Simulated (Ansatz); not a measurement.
# Al: equation of state with BLYP

**Experimental background.**

From “The interpretation of polycrystalline coherent inelastic neutron scattering from aluminium”, 2013, pmc:3831299, for a bulk crystal of Al: bulk modulus 76.9 GPa.

Al:

```
CELL_PARAMETERS angstrom
0.00000 2.02481 2.02481
2.02481 0.00000 2.02481
2.02481 2.02481 0.00000
ATOMIC_POSITIONS crystal
Al 0.00000 0.00000 0.00000
```

```yaml
Program: Ansatz 0.2.0
Task: equation of state
Functional: BLYP
Potentials_or_basis: Ansatz PAW
Cutoff: 420 eV
Density_cutoff: 1680 eV
k_mesh: 11 × 11 × 11
Occupations: fermi-dirac, width 0.05 eV
Spin: no spin polarisation
```

```yaml
Equilibrium_volume: 17.38 Å³/atom
Bulk_modulus: 59 GPa
Pressure_derivative_of_the_bulk_modulus: 5.0
```

Energy against volume, from the lowest point:
```csv
volume (Å³/atom),energy (meV/atom)
15.607,41.16
15.939,26.03
16.271,14.74
16.603,6.87
16.935,2.08
17.267,0.00
17.599,0.33
```

All runs of the series together: 4.1 s on 2 threads of Arm Neoverse N1, on a shared host.

A measured bulk modulus of Al is 76.9 GPa (quoted in “The interpretation of polycrystalline coherent inelastic neutron scattering from aluminium”, 2013, pmc:3831299); the calculated 59 GPa misses it by -23.6 %. The fit is for a static lattice scaled at fixed shape and fixed fractional positions. The cell as given is a measured one (16.60 Å³/atom); BLYP puts the equilibrium volume +4.7 % from it, thermal expansion not counted.

Caveat: the potentials were made for another functional, which shifts forces and pressure.
